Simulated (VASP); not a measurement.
# La (P6_3/mmc) in VASP: a series of runs

Runs on La. Level: LDA. Tasks: single point.

Program: VASP 6.6.1. These are calculated values, not measurements. Logs are shortened: lines on timing, memory, paths and dates and some standing lists are left out, and cuts for length are marked.

## Step 1: The structure

The structure is hexagonal, space group P6_3/mmc (No. 194). Conventional cell: a = 3.750 Å, b = 3.750 Å, c = 6.070 Å, α = 90.00°, β = 90.00°, γ = 120.00°. La (site symmetry -6m2) has 12 La at 3.73 to 3.75 Å as nearest neighbours.

This isn't the form of La at room conditions, which is double hcp.

## Step 2: Single point, LDA

File INCAR:

```
SYSTEM = La
PREC = Accurate ; ENCUT = 300
EDIFF = 1E-6 ; ISMEAR = -1
SIGMA = 0.1 ; LREAL = .FALSE.
LASPH = .TRUE. ; NELM = 100
ALGO = Normal ; ISIF = 2
LWAVE = .FALSE. ; LCHARG = .FALSE.
GGA = CA ; ADDGRID = .FALSE.
```

File KPOINTS:

```
Automatic mesh
0
G
  17 17 10
  0 0 0
```

File POSCAR:

```
La
1.0
    3.7500000000      0.0000000000      0.0000000000
   -1.8750000000      3.2475952642      0.0000000000
    0.0000000000      0.0000000000      6.0700000000
La
2
Direct
    0.6666666667      0.3333333333      0.7500000000
    0.3333333333      0.6666666667      0.2500000000
```

Potentials or basis: VASP PAW LDA potentials, release 64 (La).

On the command line:

```sh
$ cat potpaw_LDA.64/La/POTCAR > POTCAR
$ mpirun -np 1 vasp_std > vasp.out
```

OUTCAR:

```text
SYSTEM = La
   PREC = Accurate
   ENCUT = 300
   EDIFF = 1E-6
   ISMEAR = -1
   LREAL = .FALSE.
   LASPH = .TRUE.
   NELM = 100
   ISIF = 2
   GGA = CA

 Found    198 irreducible k-points:

 Following reciprocal coordinates:
            Coordinates               Weight
  0.000000  0.000000  0.000000      1.000000
  0.058824  0.000000  0.000000      6.000000
  0.117647 -0.000000  0.000000      6.000000
  0.176471  0.000000  0.000000      6.000000
  0.235294 -0.000000  0.000000      6.000000
  0.294118  0.000000  0.000000      6.000000
   k-points           NKPTS =    198   k-points in BZ     NKDIM =    198   number of bands    NBANDS=     15
   number of dos      NEDOS =    301   number of ions     NIONS =      2
   total plane-waves  NPLWV =  20736
   dimension x,y,z NGX =    24 NGY =   24 NGZ =   36
   dimension x,y,z NGXF=    48 NGYF=   48 NGZF=   72
   ions per type =               2
   NGX,Y,Z   is equivalent  to a cutoff of  10.64, 10.64,  9.86 a.u.
   NGXF,Y,Z  is equivalent  to a cutoff of  21.28, 21.28, 19.72 a.u.
 SYSTEM =  La
   PREC   = accura    normal or accurate (medium, high low for compatibility)
   ISTART =      0    job   : 0-new  1-cont  2-samecut
   ICHARG =      2    charge: 1-file 2-atom 10-const
   ISPIN  =      1    spin polarized calculation?
   LNONCOLLINEAR =      F non collinear calculations
   LSORBIT =      F    spin-orbit coupling
   LASPH  =      T    aspherical Exc in radial PAW
   ENCUT  =  300.0 eV  22.05 Ry    4.70 a.u.   5.30  5.30  8.57*2*pi/ulx,y,z
   NELM   =    100;   NELMIN=  2; NELMDL= -5     # of ELM steps
   EDIFF  = 0.1E-05   stopping-criterion for ELM
   LREAL  =      F    real-space projection
   EDIFFG = 0.1E-04   stopping-criterion for IOM
   NSW    =      0    number of steps for IOM
   IBRION =     -1    ionic relax: 0-MD 1-quasi-New 2-CG
   NFREE  =      0    steps in history (QN), initial steepest desc. (CG)
   ISIF   =      2    stress and relaxation
   ISYM   =      2    0-nonsym 1-usesym 2-fastsym
   POTIM  = 0.5000    time-step for ionic-motion
   TEBEG  =    0.0;   TEEND  =   0.0 temperature during run
   PSTRESS=    0.0 pullay stress
   NELECT =      22.0000    total number of electrons
   NUPDOWN=      -1.0000    fix difference up-down
   EMIN   =  10.00;   EMAX   =-10.00  energy-range for DOS
   EFERMI =   0.00;   METHOD = LEGACY
   ISMEAR =    -1;   SIGMA  =   0.10  broadening in eV -4-tet -1-fermi 0-gaus
   EFERMI_NEDOS =   21; number of points for ismear=-14 and -15
   IALGO  =     38    algorithm
   IMIX   =      4    mixing-type and parameters
     AMIX     =   0.40;   BMIX     =  1.00
     AMIX_MAG =   1.60;   BMIX_MAG =  1.00
  volume/ion in A,a.u.               =      36.96       249.43
  Fermi-wavevector in a.u.,A,eV,Ry     =   1.093004  2.065478 16.254307  1.194658
  Thomas-Fermi vector in A             =   2.229281
   LORBIT       =      0    0 simple, 1 ext, 2 COOP (PROOUT), +10 PAW based schemes
   GGA     = CA    functional components
   LHFCALC =     F    Hartree Fock is set to
   AEXX    =    0.0000 exact exchange contribution
   IVDW    =     0    specifies the selected vdW correction
   LEPSILON=     F    determine dielectric tensor
   LRPA    =     F    only Hartree local field effects (RPA)
 non-spin polarized calculation
  energy-cutoff  :      300.00
  volume of cell :       73.92
 maximum number of plane-waves:       886
 NGX is ok and might be reduce to    24
   NGX = 11   NGY = 11   NGZ = 17

 number of electron      22.0000008 magnetization

 Free energy of the ion-electron system (eV)
  ---------------------------------------------------
  ext. energy  EPLUGINS =         0.00000000
  ---------------------------------------------------
  free energy    TOTEN  =       -11.05596997 eV

  energy without entropy =      -10.92814219  energy(sigma->0) =      -10.99205608

 E-fermi :   7.6865     XC(G=0):  -9.7833

 val. band max:        7.6849954071   @ k =   0.1176   0.0588   0.4000
 cond. band min:       7.6958264077   @ k =   0.3529   0.0000   0.4000
 fundamental gap:      0.0108310006
 Fermi energy:         7.6865362328

 k-point     1 :       0.0000    0.0000    0.0000
  band No.  band energies     occupation
      1     -25.0369      2.00000
      2     -24.8274      2.00000
      3      -9.4435      2.00000
      4      -8.2111      2.00000
      5      -8.2111      2.00000
      6      -8.0201      2.00000
      7      -8.0201      2.00000
      8      -7.9914      2.00000
      9       4.5048      2.00000
     10       5.9304      2.00000
     11       8.7045      0.00008
     12       8.9937      0.00000
     13       8.9968      0.00000
     14       9.0851      0.00000
     15       9.1630      0.00000

 k-point     2 :       0.0588    0.0000    0.0000
  band No.  band energies     occupation
      1     -25.0311      2.00000
      2     -24.8247      2.00000
      3      -9.4285      2.00000
      4      -8.2510      2.00000
      5      -8.2237      2.00000
      6      -8.0610      2.00000
      7      -8.0249      2.00000
      8      -7.9973      2.00000
      9       4.5995      2.00000
     10       6.0184      2.00000
     11       8.5000      0.00059
     12       9.0253      0.00000
     13       9.0280      0.00000
     14       9.0299      0.00000
     15       9.1474      0.00000
[... 41 lines left out ...]
      3      -9.2214      2.00000
      4      -8.7298      2.00000
      5      -8.5324      2.00000
      6      -8.3671      2.00000
      7      -8.0945      2.00000
      8      -8.0929      2.00000
      9       5.7116      2.00000
     10       6.6894      1.99991
     11       7.8509      0.32394
     12       7.9146      0.18546
     13       8.5834      0.00025
     14       8.8604      0.00002
     15       9.1249      0.00000

 k-point     6 :       0.2941    0.0000    0.0000
  band No.  band energies     occupation
      1     -24.9196      2.00000
      2     -24.7804      2.00000
      3      -9.1137      2.00000
      4      -8.9292      2.00000
      5      -8.7190      2.00000
      6      -8.4247      2.00000
      7      -8.1514      2.00000
      8      -8.1273      2.00000
      9       6.0899      2.00000
     10       6.5910      1.99997
     11       7.3776      1.91291
     12       8.1355      0.02220
     13       8.7245      0.00006
     14       8.8250      0.00002
     15       9.0603      0.00000

 [... further k-points ...]

------------------------ aborting loop because EDIFF is reached ----------------------------------------

  FORCE on cell =-STRESS in cart. coord.  units (eV):
  Direction    XX          YY          ZZ          XY          YZ          ZX
  --------------------------------------------------------------------------------------
  -------------------------------------------------------------------------------------
  Total       -1.4253532     -1.4253532     -1.4123155      0.0000000      0.0000000      0.0000000
  in kB      -30.8923685    -30.8923685    -30.6097970      0.0000000      0.0000000      0.0000000
  external PRESSURE =     -30.7981780 kB  Pullay stress =       0.0000000 kB

 VOLUME and BASIS-vectors are now :
 -----------------------------------------------------------------------------
  energy-cutoff  :      300.00
  volume of cell :       73.92
      direct lattice vectors                 reciprocal lattice vectors
     3.750000000  0.000000000  0.000000000     0.266666667  0.153960072  0.000000000
    -1.875000000  3.247595264  0.000000000     0.000000000  0.307920144  0.000000000
     0.000000000  0.000000000  6.070000000     0.000000000  0.000000000  0.164744646

 POSITION                                       TOTAL-FORCE (eV/Angst)
 -----------------------------------------------------------------------------------
      1.87500      1.08253      4.55250         0.000000     -0.000000      0.000000
     -0.00000      2.16506      1.51750        -0.000000      0.000000      0.000000
 -----------------------------------------------------------------------------------
    total drift:                                0.000000     -0.000000      0.000000

  FREE ENERGIE OF THE ION-ELECTRON SYSTEM (eV)
  ---------------------------------------------------
  free  energy   TOTEN  =       -11.0559699741 eV

  energy  without entropy=      -10.9281421900  energy(sigma->0) =      -10.99205608
```

Wall time 58 s (1 thread of AMD EPYC 9R45 (Zen 5), shared host); peak memory 0.19 GiB.

These settings aren't checked as converged: the numbers below hold their error.

What came out:

| Property | Result |
| --- | --- |
| Free energy | -11.0560 eV |
| Pressure | -3.1 GPa |
| Band gap on the k mesh | none (metal or under the smearing width) |

## Step 3: Single point, LDA

INCAR is that of step 2.

KPOINTS is that of step 2.

File POSCAR:

```
La
1.0
    3.7500000000      0.0000000000      0.0000000000
   -1.8750000000      3.2475952642      0.0000000000
    0.0000000000      0.0000000000      6.0700000000
La
2
Direct
    0.6527560000      0.3219160000      0.7382770000
    0.3157440000      0.6620370000      0.2676620000
```

Potentials or basis: VASP PAW LDA potentials, release 64 (La).

On the command line:

```sh
$ cat potpaw_LDA.64/La/POTCAR > POTCAR
$ mpirun -np 1 vasp_std > vasp.out
```

OUTCAR:

```text
SYSTEM = La
   PREC = Accurate
   ENCUT = 300
   EDIFF = 1E-6
   ISMEAR = -1
   LREAL = .FALSE.
   LASPH = .TRUE.
   NELM = 100
   ISIF = 2
   GGA = CA

 Found   1446 irreducible k-points:

 Following reciprocal coordinates:
            Coordinates               Weight
  0.000000  0.000000  0.000000      1.000000
  0.058824  0.000000  0.000000      2.000000
  0.000000  0.058824  0.000000      2.000000
 -0.058824  0.058824  0.000000      2.000000
  0.117647 -0.000000  0.000000      2.000000
  0.000000  0.117647  0.000000      2.000000
   k-points           NKPTS =   1446   k-points in BZ     NKDIM =   1446   number of bands    NBANDS=     15
   number of dos      NEDOS =    301   number of ions     NIONS =      2
   total plane-waves  NPLWV =  20736
   dimension x,y,z NGX =    24 NGY =   24 NGZ =   36
   dimension x,y,z NGXF=    48 NGYF=   48 NGZF=   72
   ions per type =               2
   NGX,Y,Z   is equivalent  to a cutoff of  10.64, 10.64,  9.86 a.u.
   NGXF,Y,Z  is equivalent  to a cutoff of  21.28, 21.28, 19.72 a.u.
 SYSTEM =  La
   PREC   = accura    normal or accurate (medium, high low for compatibility)
   ISTART =      0    job   : 0-new  1-cont  2-samecut
   ICHARG =      2    charge: 1-file 2-atom 10-const
   ISPIN  =      1    spin polarized calculation?
   LNONCOLLINEAR =      F non collinear calculations
   LSORBIT =      F    spin-orbit coupling
   LASPH  =      T    aspherical Exc in radial PAW
   ENCUT  =  300.0 eV  22.05 Ry    4.70 a.u.   5.30  5.30  8.57*2*pi/ulx,y,z
   NELM   =    100;   NELMIN=  2; NELMDL= -5     # of ELM steps
   EDIFF  = 0.1E-05   stopping-criterion for ELM
   LREAL  =      F    real-space projection
   EDIFFG = 0.1E-04   stopping-criterion for IOM
   NSW    =      0    number of steps for IOM
   IBRION =     -1    ionic relax: 0-MD 1-quasi-New 2-CG
   NFREE  =      0    steps in history (QN), initial steepest desc. (CG)
   ISIF   =      2    stress and relaxation
   ISYM   =      2    0-nonsym 1-usesym 2-fastsym
   POTIM  = 0.5000    time-step for ionic-motion
   TEBEG  =    0.0;   TEEND  =   0.0 temperature during run
   PSTRESS=    0.0 pullay stress
   NELECT =      22.0000    total number of electrons
   NUPDOWN=      -1.0000    fix difference up-down
   EMIN   =  10.00;   EMAX   =-10.00  energy-range for DOS
   EFERMI =   0.00;   METHOD = LEGACY
   ISMEAR =    -1;   SIGMA  =   0.10  broadening in eV -4-tet -1-fermi 0-gaus
   EFERMI_NEDOS =   21; number of points for ismear=-14 and -15
[... 19 lines left out ...]
   NGX = 11   NGY = 11   NGZ = 17

 number of electron      22.0000000 magnetization

 Free energy of the ion-electron system (eV)
  ---------------------------------------------------
  ext. energy  EPLUGINS =         0.00000000
  ---------------------------------------------------
  free energy    TOTEN  =       -11.03678571 eV

  energy without entropy =      -10.91167448  energy(sigma->0) =      -10.97423010

 E-fermi :   7.6850     XC(G=0):  -9.7750

 val. band max:        7.6842796258   @ k =  -0.4706   0.0588  -0.3000
 cond. band min:       7.6850820017   @ k =   0.0588   0.4118  -0.3000
 fundamental gap:      0.0008023759
 Fermi energy:         7.6849552024

 k-point     1 :       0.0000    0.0000    0.0000
  band No.  band energies     occupation
      1     -25.0447      2.00000
      2     -24.8156      2.00000
      3      -9.4646      2.00000
      4      -8.2292      2.00000
      5      -8.2139      2.00000
      6      -8.0177      2.00000
      7      -8.0064      2.00000
      8      -7.9716      2.00000
      9       4.5180      2.00000
     10       5.9082      2.00000
     11       8.6724      0.00010
     12       8.9318      0.00001
     13       8.9425      0.00001
     14       9.0633      0.00000
[... 77 lines left out ...]
      2     -24.8056      2.00000
      3      -9.4062      2.00000
      4      -8.3863      2.00000
      5      -8.2655      2.00000
      6      -8.1639      2.00000
      7      -8.0336      2.00000
      8      -7.9899      2.00000
      9       4.8816      2.00000
     10       6.2377      2.00000
     11       8.1179      0.02600
     12       8.7192      0.00006
     13       8.9143      0.00001
     14       9.0501      0.00000
     15       9.0630      0.00000

 [... further k-points ...]

------------------------ aborting loop because EDIFF is reached ----------------------------------------

  FORCE on cell =-STRESS in cart. coord.  units (eV):
  Direction    XX          YY          ZZ          XY          YZ          ZX
  --------------------------------------------------------------------------------------
  -------------------------------------------------------------------------------------
  Total       -1.3963481     -1.3768801     -1.2505367      0.0115895      0.0090443     -0.0109615
  in kB      -30.2637283    -29.8417876    -27.1034877      0.2511838      0.1960209     -0.2375730
  external PRESSURE =     -29.0696679 kB  Pullay stress =       0.0000000 kB

 VOLUME and BASIS-vectors are now :
 -----------------------------------------------------------------------------
  energy-cutoff  :      300.00
  volume of cell :       73.92
      direct lattice vectors                 reciprocal lattice vectors
     3.750000000  0.000000000  0.000000000     0.266666667  0.153960072  0.000000000
    -1.875000000  3.247595264  0.000000000     0.000000000  0.307920144  0.000000000
     0.000000000  0.000000000  6.070000000     0.000000000  0.000000000  0.164744646

 POSITION                                       TOTAL-FORCE (eV/Angst)
 -----------------------------------------------------------------------------------
      1.84424      1.04545      4.48134        -0.007328      0.005718      0.226717
     -0.05728      2.15003      1.62471         0.007328     -0.005718     -0.226717
 -----------------------------------------------------------------------------------
    total drift:                               -0.000015     -0.000003      0.000041

  FREE ENERGIE OF THE ION-ELECTRON SYSTEM (eV)
  ---------------------------------------------------
  free  energy   TOTEN  =       -11.0367857135 eV

  energy  without entropy=      -10.9116744816  energy(sigma->0) =      -10.97423010
```

OSZICAR:

```text
N       E                     dE             d eps       ncg     rms          rms(c)
DAV:   1     0.214587506831E+03    0.21459E+03   -0.60614E+03 43642   0.131E+03
DAV:   2     0.184052687464E+02   -0.19618E+03   -0.19475E+03 65541   0.338E+02
DAV:   3    -0.747218036300E+01   -0.25877E+02   -0.25376E+02 75128   0.134E+02
DAV:   4    -0.108537926208E+02   -0.33816E+01   -0.33269E+01 86675   0.429E+01
DAV:   5    -0.111657263380E+02   -0.31193E+00   -0.30987E+00 71160   0.122E+01    0.341E+00
DAV:   6    -0.110595535457E+02    0.10617E+00   -0.18787E+00 86712   0.765E+00    0.172E+00
DAV:   7    -0.110449961250E+02    0.14557E-01   -0.17117E-01 76019   0.330E+00    0.105E+00
DAV:   8    -0.110370291774E+02    0.79669E-02   -0.13532E-02 84240   0.114E+00    0.158E-01
DAV:   9    -0.110367815519E+02    0.24763E-03   -0.16054E-03 82841   0.304E-01    0.492E-02
DAV:  10    -0.110367841771E+02   -0.26253E-05   -0.25027E-04 84960   0.131E-01    0.165E-02
DAV:  11    -0.110367865623E+02   -0.23852E-05   -0.21467E-05 72832   0.458E-02    0.697E-03
DAV:  12    -0.110367857135E+02    0.84878E-06   -0.27947E-06 52416   0.183E-02
   1 F= -.11036786E+02 E0= -.10974230E+02  d E =-.125111E+00
```

stdout:

```text
POSCAR found type information on POSCAR La
 POSCAR found :  1 types and       2 ions
 scaLAPACK will be used
 LDA part: xc-table for (Slater(with rela. corr.)+CA(PZ))
 , standard interpolation
 POSCAR, INCAR and KPOINTS ok, starting setup
 FFT: planning ... GRIDC
 FFT: planning ... GRID_SOFT
 FFT: planning ... GRID
 WAVECAR not read
 entering main loop
```

It took 6.9 min on 1 thread of AMD EPYC 9R45 (Zen 5), shared host; peak memory 0.77 GiB.

The run converged, but some of its settings lie outside the range that counts as converged, so its numbers aren't taken as properties of the crystal.

What came out:

| Property | Result |
| --- | --- |
| Free energy | -11.0368 eV |
| Pressure | -2.9 GPa |
| Largest force | 0.227 eV/Å |
| Band gap on the k mesh | none (metal or under the smearing width) |

## Step 4: The reference run

An earlier run on the cell as given: functional PBE; potentials or basis VASP PAW PBE potentials, release 64 (La); cutoff 520 eV; k mesh 8 × 8 × 5; occupations fermi-dirac, width 0.05 eV; no spin polarisation.

- Pressure: 0.7 GPa
- Band gap on the k mesh: none (metal or under the smearing width)
